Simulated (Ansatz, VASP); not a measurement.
**Cu in VASP and in Ansatz**

The input INCAR:

```
ALGO = Fast
EDIFF = 1E-6
EDIFFG = -0.05
ENCUT = 600
GGA = CA
IBRION = 2
ISIF = 3
ISMEAR = 0
LASPH = True
LCHARG = False
LREAL = False
LWAVE = False
NELM = 80
NSW = 100
PREC = Accurate
SIGMA = 0.1
```

The input KPOINTS:

```
k-points
0
Gamma
  10 10 10
```

The input POSCAR:

```
Cu
1.0
    0.0000000000      1.8250000000      1.8250000000
    1.8250000000      0.0000000000      1.8250000000
    1.8250000000      1.8250000000      0.0000000000
Cu
1
Direct
    0.0000000000      0.0000000000      0.0000000000
```

Input for Ansatz:

```yaml
crystal:
  lattice:
    - [0.0, 1.825, 1.825]
    - [1.825, 0.0, 1.825]
    - [1.825, 1.825, 0.0]
  atoms:
    - { symbol: Cu, position: [0.0, 0.0, 0.0] }
basis:
  ecutwfc: 420
kpoints:
  mp_grid: { grid: [10, 10, 10] }
hamiltonian:
  xc: lda
  pseudopotentials: { kind: paw, azcp: { folder: soft_1 } }
scf:
  occupations: { method: gaussian, width: 0.1 }
output:
  forces: true
  stress: true
  eigenvalues: true
relax:
  adjacent_minimum: "off"
  f_tol: 0.05
  max_steps: 80
  cell: { stress_tol: 0.5 }
```

Alike in both runs: task relaxation of cell and atoms; functional LDA; k mesh 10 × 10 × 10; occupations gaussian, width 0.1 eV; no spin polarisation.

```csv
,VASP,Ansatz
version,VASP 6.6.1,Ansatz 0.2.0
potentials or method,"VASP PAW LDA potentials, release 64 (Cu)","scalar-relativistic, plane waves, PAW"
plane-wave cutoff (eV),600,420
valence electrons in the cell,11,19
```

```csv
,VASP,Ansatz,Ansatz less VASP
"gap on the k mesh at the Fermi level, each at its own relaxed structure (eV)",none,none,-
relaxed volume (Å³/atom),10.94,10.90,-0.039
relaxed cell length with the largest relative difference (Å),2.492,2.489,-0.0030
energy change over the relaxation (meV/atom),-62,-69,-6.9
```

A gap of «none» marks a metal or a gap that the smearing closes. The two sets of potentials don't hold the same shells in valence. Ansatz warned: «pseudo_functional_mismatch».

Caveats: the volume moved by -10 % from the deposited cell, more than functionals usually miss. Zero-point motion and thermal expansion aren't in these numbers. LDA usually gives volumes a few per cent too small.
